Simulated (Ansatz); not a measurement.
## Pb in Au(111), 2x2: scattering by a point defect

Aim: the resistance that Pb in Au(111), 2x2 adds to the host.

Method: Ansatz plane-wave DFT, PBE, PAW files; ballistic transport by layer matching (Landauer), zero bias; PAW set soft_1, in Ansatz 0.2.0.

## 1. The structure

The cell holds 44 atoms: 43 Au and 1 Pb. Its edges and angles: a = 5.768 Å, b = 5.768 Å, c = 25.954 Å, α = 86.8°, β = 93.2°, γ = 120.0°. It derives from Au. Regions: lead, 24 atoms (24 Au); scattering region, 20 atoms (19 Au and 1 Pb). The structure is stacked along c, and the current runs across the ab planes.

## 2. Transmission at ideal sites

The defect sits in one plane of the supercell, all atoms on ideal sites; the layers about the cell's end are the lead. The mesh across the current, 12×12, is finer than the density's, because channels open and close sharply across the zone. Energies from -0.1 to 0.1 eV in steps of 0.05 eV are too few for the program's thermal sum, so it prints no conductance; for a metal the transmission near the Fermi level serves, at a fraction of the cost.

Input file input.yaml:

```yaml
crystal:
  lattice:
    - [5.7675164607, 0.0, 0.0]
    - [-2.8837582304, 4.9948157718, 0.0]
    - [-1.4418791152, 0.8324692953, 25.9003660885]
  atoms:
    - { symbol: Au, position: [0.0075757576, 0.9924242424, 0.0454545455] }
    - { symbol: Au, position: [0.0075757576, 0.4924242424, 0.0454545455] }
    - { symbol: Au, position: [0.5075757576, 0.9924242424, 0.0454545455] }
    - { symbol: Au, position: [0.5075757576, 0.4924242424, 0.0454545455] }
    - { symbol: Au, position: [0.1893939394, 0.3106060606, 0.1363636364] }
    - { symbol: Au, position: [0.1893939394, 0.8106060606, 0.1363636364] }
    - { symbol: Au, position: [0.6893939394, 0.3106060606, 0.1363636364] }
    - { symbol: Au, position: [0.6893939394, 0.8106060606, 0.1363636364] }
    - { symbol: Au, position: [0.3712121212, 0.1287878788, 0.2272727273] }
    - { symbol: Au, position: [0.3712121212, 0.6287878788, 0.2272727273] }
    - { symbol: Au, position: [0.8712121212, 0.1287878788, 0.2272727273] }
    - { symbol: Au, position: [0.8712121212, 0.6287878788, 0.2272727273] }
    - { symbol: Au, position: [0.053030303, 0.946969697, 0.3181818182] }
    - { symbol: Au, position: [0.053030303, 0.446969697, 0.3181818182] }
    - { symbol: Au, position: [0.553030303, 0.946969697, 0.3181818182] }
    - { symbol: Au, position: [0.553030303, 0.446969697, 0.3181818182] }
    - { symbol: Au, position: [0.2348484848, 0.2651515152, 0.4090909091] }
    - { symbol: Au, position: [0.2348484848, 0.7651515152, 0.4090909091] }
    - { symbol: Au, position: [0.7348484848, 0.2651515152, 0.4090909091] }
    - { symbol: Au, position: [0.7348484848, 0.7651515152, 0.4090909091] }
    - { symbol: Pb, position: [0.4166666667, 0.0833333333, 0.5] }
    - { symbol: Au, position: [0.4166666667, 0.5833333333, 0.5] }
    - { symbol: Au, position: [0.9166666667, 0.0833333333, 0.5] }
    - { symbol: Au, position: [0.9166666667, 0.5833333333, 0.5] }
    - { symbol: Au, position: [0.0984848485, 0.9015151515, 0.5909090909] }
    - { symbol: Au, position: [0.0984848485, 0.4015151515, 0.5909090909] }
    - { symbol: Au, position: [0.5984848485, 0.9015151515, 0.5909090909] }
    - { symbol: Au, position: [0.5984848485, 0.4015151515, 0.5909090909] }
    - { symbol: Au, position: [0.2803030303, 0.2196969697, 0.6818181818] }
    - { symbol: Au, position: [0.2803030303, 0.7196969697, 0.6818181818] }
    - { symbol: Au, position: [0.7803030303, 0.2196969697, 0.6818181818] }
    - { symbol: Au, position: [0.7803030303, 0.7196969697, 0.6818181818] }
    - { symbol: Au, position: [0.4621212121, 0.0378787879, 0.7727272727] }
    - { symbol: Au, position: [0.4621212121, 0.5378787879, 0.7727272727] }
    - { symbol: Au, position: [0.9621212121, 0.0378787879, 0.7727272727] }
    - { symbol: Au, position: [0.9621212121, 0.5378787879, 0.7727272727] }
    - { symbol: Au, position: [0.1439393939, 0.8560606061, 0.8636363636] }
    - { symbol: Au, position: [0.1439393939, 0.3560606061, 0.8636363636] }
    - { symbol: Au, position: [0.6439393939, 0.8560606061, 0.8636363636] }
    - { symbol: Au, position: [0.6439393939, 0.3560606061, 0.8636363636] }
    - { symbol: Au, position: [0.3257575758, 0.1742424242, 0.9545454545] }
    - { symbol: Au, position: [0.3257575758, 0.6742424242, 0.9545454545] }
    - { symbol: Au, position: [0.8257575758, 0.1742424242, 0.9545454545] }
    - { symbol: Au, position: [0.8257575758, 0.6742424242, 0.9545454545] }
kpoints:
  mp_grid: { grid: [5, 5, 1] }
hamiltonian:
  xc: pbe
  pseudopotentials: { kind: paw, azcp: { folder: soft_1 } }
scf:
  occupations: { method: fermi_dirac, width: 0.1 }
output:
  transmission: { leads: [[0, 4]], kmesh: [12, 12], e_range: [-0.1, 0.1], de: 0.05 }
  write_potential: true
  write_density: true
  volumetric_format: npy
  elf: true
```

On the command line:

```
$ ansatz run input.yaml --threads 4 --pin off --max-ram 15360MiB --backend cpu --events-out ev --progress --plain --runs-dir out
```

Numbers of over 12 decimals in the logs are rounded to 6 here.

What it wrote:

```text
Engine: ansatz 0.2.0, x86_64-unknown-linux-gnu
Pseudopotentials: kind: paw
Pseudopotential: Au, paw, valence charge 19, recommended cutoff 420 eV (normal), soft_1/Au.paw.azcp
Pseudopotential: Pb, paw, valence charge 14, recommended cutoff 420 eV (normal), soft_1/Pb.paw.azcp
Functional definition: PBE
  parameter kappa = 0.804
  parameter beta = 0.066725
  exchange = pbe_x(kappa = kappa, mu = beta*pi^2/3)
  correlation = pbe_c(beta = beta)
Crystal: 44 atoms, lattice volume = 746.130 Å³
Basis set: ecut = 420 eV, 14649 PW (Γ)
Bands: 499, of which v1, the nominal top of the filled ones, is band 416 counted from 1 (415 counted from 0)
Symmetry: 4 space group operations
Space group: C2/m (ITA 12), of the structure as read, at distance tolerance 9.1e-5 Å
k-points: 9 of 25
Non-local potential: Au, projectors of the file, l = 0: 3, l = 1: 2, l = 2: 2, l = 3: 1
Non-local potential: Pb, projectors of the file, l = 0: 2, l = 1: 2, l = 2: 2, l = 3: 1
PAW form: soft (Blöchl's): semilocal exchange-correlation on the pseudo side does not see the compensation charge
PAW one-centre angular grid: Au, 590 points (default); XC on 64 Gauss nodes
PAW one-centre angular grid: Pb, 590 points (default); XC on 64 Gauss nodes
Initial density: superposition of atomic densities (chi_scale 0.1, normalization cell, long waves kept (reshape's long-wave potential 0.86 eV rms))
Initial wavefunctions: pseudopotential atomic-orbital guess
Functional: x = pbe(κ = 0.804, μ = 0.219515), c = pbe(β = 0.066725)
SCF iter   1: F=—  HF=-577426.683405 eV  |F-HF|=—  |Δ(HF+E_count)|=         —  Δρ=7.51e-2  dr2=4.05e2  ethr=3.10e-3  ⟨swp⟩=4.6  Hψ=13537  notcnv=0  defer=346
preconditioner: auto → Kerker (q_TF=auto, 2.778 Å⁻¹)  [metal: Δε(μ)=0.029 eV  Ē_g=10.443 eV  σ=0.100 eV  W_gap=0.07  n_scr=292 (ndim 8)  ℏωp=30.0 eV  f_vac=0.000  D(μ)=10.35/eV (n_scr^D=60)]
SCF iter   2: F=—  HF=-577415.782558 eV  |F-HF|=—  |Δ(HF+E_count)|=    1.09e1  Δρ=4.19e-2  dr2=2.61e2  ethr=3.10e-3  ⟨swp⟩=2.7  Hψ=6659  notcnv=0  defer=520
SCF iter   3: F=—  HF=-577408.980051 eV  |F-HF|=—  |Δ(HF+E_count)|=    6.80e0  Δρ=9.25e-3  dr2=3.15e1  ethr=3.10e-3  ⟨swp⟩=3.0  Hψ=11459  notcnv=0  defer=526
SCF iter   4: F=—  HF=-577408.444998 eV  |F-HF|=—  |Δ(HF+E_count)|=   5.35e-1  Δρ=3.90e-3  dr2=3.43e0  ethr=3.10e-3  ⟨swp⟩=1.2  Hψ=5171  notcnv=0  defer=522
SCF iter   5: F=—  HF=-577408.378198 eV  |F-HF|=—  |Δ(HF+E_count)|=   6.68e-2  Δρ=1.29e-3  dr2=1.05e-1  ethr=4.12e-4  ⟨swp⟩=1.0  Hψ=3961  notcnv=0  defer=522
SCF iter   6: F=—  HF=-577408.378092 eV  |F-HF|=—  |Δ(HF+E_count)|=   1.06e-4  Δρ=3.83e-4  dr2=5.12e-3  ethr=1.26e-5  ⟨swp⟩=1.0  Hψ=3961  notcnv=0  defer=522
SCF iter   7: F=—  HF=-577408.377991 eV  |F-HF|=—  |Δ(HF+E_count)|=   1.01e-4  Δρ=1.26e-4  dr2=9.33e-4  ethr=6.16e-7  ⟨swp⟩=1.9  Hψ=4146  notcnv=0  defer=522
SCF iter   8: F=—  HF=-577408.377804 eV  |F-HF|=—  |Δ(HF+E_count)|=   1.86e-4  Δρ=4.21e-5  dr2=1.02e-4  ethr=1.12e-7  ⟨swp⟩=2.3  Hψ=6063  notcnv=0  defer=522
SCF iter   9: F=—  HF=-577408.377908 eV  |F-HF|=—  |Δ(HF+E_count)|=   1.04e-4  Δρ=1.32e-5  dr2=1.81e-5  ethr=1.22e-8  ⟨swp⟩=2.1  Hψ=5894  notcnv=0  defer=522
SCF iter  10: F=—  HF=-577408.378777 eV  |F-HF|=—  |Δ(HF+E_count)|=   8.69e-4  Δρ=4.80e-6  dr2=1.78e-6  ethr=2.17e-9  ⟨swp⟩=2.0  Hψ=5255  notcnv=0  defer=523
SCF iter  11: F=—  HF=-577408.378777 eV  |F-HF|=—  |Δ(HF+E_count)|=   1.16e-7  Δρ=1.97e-6  dr2=2.99e-7  ethr=2.14e-10  ⟨swp⟩=2.0  Hψ=6184  notcnv=0  defer=523
SCF iter  12: F=-577408.378777 eV  HF=-577408.378777 eV  |F-HF|=1.06e-8  |Δ(HF+E_count)|=   2.60e-8  Δρ=6.99e-7  dr2=1.25e-8  ethr=1.20e-11  ⟨swp⟩=11.1  Hψ=19526  notcnv=0
SCF 1 converged in 12 iterations: F = -577408.378777 eV  dr2 = 1.25e-8
  greatest PAW one-centre occupation: 1.000 electrons in one spin orbital (limit 2), on the Au atom at site 32 (counted from 0), in its partial waves of l = 0
transmission: 163 of 1591 steps passed
transmission: 319 of 1591 steps passed
[...]
transmission: 1591 of 1591 steps passed
SCF converged after 12 iterations
Free energy (F): -577408.378777 eV
Harris-Foulkes:  -577408.378777 eV  (|F-HF|=1.06e-8)
Internal energy: -577407.847835 eV  (E = F + TS)
E sigma→0 (E₀):  -577408.113306 eV
Entropy (-TS):   -0.530942 eV (-12.067 meV/atom)
Fermi energy:    20.816942 eV
--- Per-component energies (eV) ---
  E_band       = -8733.869116
  E_kinetic    = 25180.871340
  E_local      = -73839.699286  (includes V_loc(G=0)·N_el)
  E_nonlocal   = 4522.078751
  E_hartree    = 32058.531412
  E_xc         = -9479.973137
  E_vxc        = -11404.433430  (∫ρ·V_xc dr)
  E_paw        = -428857.240283  (= ΣΔE_a)
  E_vpaw       = -17309.824000  (= ΣTr[D̂ρ^β])
  E_aug_tail   = 0.073440  (compensation charges beyond the density's cutoff)
  E_ewald      = -126992.490072
  E_smearing   = -0.530942  (= −TS)
  E_closure    = 0.000000  (closes the sum)
  Σ components = -577408.378777   (vs F -577408.378777, Δ=0.00e0)
--- Band table (eV; the first three rows and the last of 9) ---
  k-point 0: bands = [... 412 lower, 20.8876, 21.1049, 21.1191, 21.2379, 21.3171, 21.3269, 21.4928, 21.5478, ... 79 higher]
  k-point 1: bands = [... 412 lower, 20.5221, 20.6030, 20.6833, 20.7032, 20.7845, 20.8322, 20.9218, 21.0364, ... 79 higher]
  k-point 2: bands = [... 412 lower, 20.5674, 20.6290, 20.7024, 20.7545, 20.9142, 21.0127, 21.1310, 21.1411, ... 79 higher]
  k-point 8: bands = [... 412 lower, 20.5422, 20.5974, 20.6024, 20.8314, 20.8337, 20.8944, 20.9099, 21.4536, ... 79 higher]
--- Transmission ---
  basis      : 253 plane waves across, 37 finite elements along
  points     : 43, standing for a mesh of 12 x 12
  energies   : 5 from -0.100000 to 0.100000 eV about the Fermi level, 0.050000 eV apart; the leads are filled to 0.000000 eV, and channels, transmission and decay are at 0.000000 eV
  crystal 0  : Au4, at the sites [0, 4], period 2.3546 Å, over 23.55 Å; its Hamiltonian steps by up to 7.0 meV
    offset         : up to 0.0000 Å between an atom of the period and one for which it stands
    channels       : 3.187500e0 a spin
    conductance    : none, the energies end too early or step too widely for 300 K: set another output.transmission.e_range or a lower de, or, where they end at an eighth of basis.ecutwfc, a higher one
  junction   : crystal 0 to crystal 0, 0.70 to 24.24 Å
    transmission   : 2.557510e0 a spin
    conductance    : none, the energies end too early or step too widely for 300 K: set another output.transmission.e_range or a lower de, or, where they end at an eighth of basis.ecutwfc, a higher one
```

The job ended after 6.5 min (4 threads of Intel Xeon Platinum 8488C (Sapphire Rapids), shared host; peak memory 6.5 GiB; 23 min of CPU time).

In the SCF lines HF is the Harris–Foulkes energy and dr2 the Hartree energy of the density residual, in eV; the loop may stop once dr2 is under the threshold and the program's other checks hold. Hψ counts applications of the Hamiltonian.

This run has no spin polarisation although its electron count is odd.

Numbers from this step:

* free energy: -577408.3788 eV
* energy at zero smearing: -577408.1133 eV
* Fermi energy: 20.82 eV
* cell area: 28.81 Å²
* transmission per spin nearest the Fermi level: 2.558
* open channels per spin nearest the Fermi level: 3.188
* step of the lead's potential: 7 meV

Per spin. The transmission, zone mean by energy, zero at the Fermi level:

| energy (eV) | transmission, zone mean |
| --- | --- |
| -0.1000 | 2.62 |
| -0.0500 | 2.59 |
| 0.0000 | 2.56 |
| 0.0500 | 2.47 |
| 0.1000 | 2.51 |

Per spin. Table of open channels, zone mean, lead by energy, zero at the Fermi level:

| energy (eV) | open channels, zone mean, lead |
| --- | --- |
| -0.1000 | 3.19 |
| -0.0500 | 3.19 |
| 0.0000 | 3.19 |
| 0.0500 | 3.13 |
| 0.1000 | 3.15 |

Transmission over k1 and k2. At 0.0000 eV from the Fermi level.

Ten even steps from '0' (1.14) to '9' (3.76):
```
696336963443
369646963444
436955963444
334562654333
666521125666
999961016999
666652112566
333345626543
444436955963
344436964696
634436963369
963436963436
```
Columns: k1 (b1) from -0.5 to 0.417; rows upwards: k2 (b2) from -0.5 to 0.417.

Open channels over k1 and k2. At 0.0000 eV from the Fermi level.

Values, 12 rows by 12 columns:
```
3.00 4.00 3.00 3.00 3.00 3.00 4.00 3.00 3.00 3.00 3.00 3.00
3.00 3.00 4.00 3.00 3.00 3.00 4.00 3.00 3.00 3.00 3.00 3.00
3.00 3.00 3.00 4.00 3.00 3.00 4.00 3.00 3.00 3.00 3.00 3.00
3.00 3.00 3.00 3.00 4.00 3.00 4.00 3.00 3.00 3.00 3.00 3.00
3.00 3.00 3.00 3.00 3.00 3.00 3.00 3.00 3.00 3.00 3.00 3.00
4.00 4.00 4.00 4.00 4.00 3.00 3.00 3.00 4.00 4.00 4.00 4.00
3.00 3.00 3.00 3.00 3.00 3.00 3.00 3.00 3.00 3.00 3.00 3.00
3.00 3.00 3.00 3.00 3.00 3.00 4.00 3.00 4.00 3.00 3.00 3.00
3.00 3.00 3.00 3.00 3.00 3.00 4.00 3.00 3.00 4.00 3.00 3.00
3.00 3.00 3.00 3.00 3.00 3.00 4.00 3.00 3.00 3.00 4.00 3.00
3.00 3.00 3.00 3.00 3.00 3.00 4.00 3.00 3.00 3.00 3.00 4.00
4.00 3.00 3.00 3.00 3.00 3.00 4.00 3.00 3.00 3.00 3.00 3.00
```
Columns: k1 (b1) from -0.5 to 0.417; rows upwards: k2 (b2) from -0.5 to 0.417.

Valence density in the ca plane at fractional y = 0.083, with atoms of Pb and Au within 0.2 Å of it. It is the smooth field of the valence electrons, not physical close to the nuclei.

Values in units of 1e0 e/Å³, 8 rows by 16 columns, each cell a mean:
```
2.4 5.5 0.4 0.3 0.1 0.2 0.2 4.3 8.9 0.5 0.2 0.1 0.2 0.3 2.9 5.7
3.1 6.2 0.4 0.4 0.2 0.3 0.3 1.6 2.9 0.3 0.5 0.3 1.3 1.0 0.4 0.6
0.5 0.8 0.5 2.3 0.5 0.8 0.6 0.3 0.3 0.3 1.0 0.4 1.9 1.2 0.4 0.7
0.3 0.6 0.4 1.9 0.4 0.5 0.4 0.9 1.8 0.3 0.4 0.2 0.4 0.3 2.7 6.0
2.4 5.4 0.4 0.3 0.1 0.2 0.2 2.6 5.1 0.4 0.2 0.1 0.2 0.3 2.9 5.7
3.1 6.2 0.4 0.4 0.2 0.3 0.3 1.1 1.9 0.3 0.5 0.3 1.3 1.0 0.4 0.6
0.5 0.8 0.5 2.3 0.5 0.8 0.6 0.3 0.3 0.3 1.0 0.4 1.9 1.2 0.4 0.7
0.3 0.5 0.4 2.0 0.4 0.5 0.4 1.2 2.6 0.3 0.4 0.2 0.4 0.3 2.7 6.0
```
Columns run along c (16.0 Å, from fractional 0.19 to 0.81 of the cell), rows up along a (5.8 Å). Atoms in or near the plane, at fractional coordinates: Pb at (0.50, 0.42), Au at (0.50, 0.92).

ELF in the ca plane at fractional y = 0.083, with atoms of Pb and Au within 0.2 Å of it. It is the smooth field of the valence electrons, not physical close to the nuclei.

Ten even steps from '0' (0.01) to '9' (0.73), each cell a mean:
```
35666422333211222223689863222221112222357886
46897532222111222223689863222221123332246665
46887532222211222223567653223322234543233443
35666422344322333322345432234432245664222222
23443223565422344432233322345432346664223332
22222224666432345432233332344432235543234554
22333223555422334333444443233322223332246776
24555323343322222223521244222221122222357986
35776532222211222224410044322221122222356776
46897532222211222223421253222222223433235554
36776532333222233323444443334332245554223332
34555323455322344432333332345432346664222222
22333224566432345432233322345432245653223443
22222224566432344322345432233332234432245665
23444323454322233323467653222221122222357886
```
Columns run along c (16.0 Å, from fractional 0.19 to 0.81 of the cell), rows up along a (5.8 Å). Atoms in or near the plane, at fractional coordinates: Pb at (0.50, 0.42), Au at (0.50, 0.92).

Electrostatic potential energy in the ca plane at fractional y = 0.083, with atoms of Pb and Au within 0.2 Å of it. With pseudopotentials it is smooth inside the atoms' cores, unlike the true potential.

Ten even steps from '0' (-27 eV) to '9' (23 eV), each cell a mean:
```
95212699989999999998300028999999999999950002
72000489999999999998300028999999999899973125
72000499999999999998520269998899986568997678
85213799877899987899866789986689973237999999
98767998534799866799998899975679963237999889
99999997323699866799987789987789986568986346
99888998534799887898632358998899998899961002
97545899878999999998311127999999999999940001
84001599999999999997212117999999999999951003
72000489999999999997211137999999998779985447
83001599988999988998632368987789975357999889
97435898655899877899877889976689963237999999
99889997423699865799998899976689974358998668
99999997423699876899876689988899997789973114
98767998656899988999620158999999999999950001
```
Columns run along c (16.0 Å, from fractional 0.19 to 0.81 of the cell; values clipped at the 3rd and 97th percentile), rows up along a (5.8 Å). Atoms in or near the plane, at fractional coordinates: Pb at (0.50, 0.42), Au at (0.50, 0.92).

Over the solved energies the transmission per spin lies between 2.47 and 2.62, out of 3.17 channels of the lead on average (up to 3.19).

## 3. Resistance at ideal sites

This step: Ansatz plane-wave DFT, PBE, PAW files; ballistic transport by layer matching (Landauer), zero bias; area resistance of the defect plane and resistivity an atomic per cent; PAW set soft_1 (Ansatz 0.2.0).

Numbers from this step:

- area resistance: 0.2907 fΩ m²
- T over the leads' mean channel count: 0.8015
- resistivity per at.% scaled from this dense plane, with the factor 3/4 for isotropic scattering: 3.703 µΩ cm

Averaged over the energies near the Fermi level, 80.1 % of the channels pass, which makes 0.291 fΩ m².

By hand, with T and the leads' channels N averaged over the energies near the Fermi level: RA = A (h/2e²)(1/T − 1/N) = 28.81×10⁻²⁰ m² × 12 906 Ω × (1/2.540 − 1/3.169) = 0.291 fΩ m². Per atomic per cent: RA × A / V_atom × 0.01 × 3/4 = 3.70 µΩ cm, with the host's V_atom = 16.96 Å³.

## 4. Summary of results

| Quantity | Value |
| --- | --- |
| share of channels that pass, rigid | 0.801 |
| area resistance, rigid | 0.291 fΩ m² |
| resistivity per at.% from the area resistance, times 3/4, rigid | 3.70 µΩ cm |

In words: The plane of defects adds 0.29 fΩ m². Scaled to one atomic per cent that is 4.9 µΩ cm as it stands and 3.7 with the factor 3/4 for isotropic scattering on a spherical Fermi surface; with the reflection in place of the resistance taken as linear in the density it would be 3.0. These are rough estimates of the dilute value, not bounds. One Pb in each 2x2 cell reflects 20 % of the lead's channels. The defects form a dense periodic sheet that scatters coherently, unlike a dilute random alloy. T and N are means over the solved energies nearest the Fermi level. Spin-orbit coupling is left out, which matters for Au and Pb.

[Logs are printed without paths, hosts, clocks, repeated set-up lines and the standing remarks that a program may print on its own settings, such as how far it seeks lower states.]

[Hosts, paths, dates, database ids (printed as entryN), source tags and the programs' standing remarks are cut or masked in the printed files.]
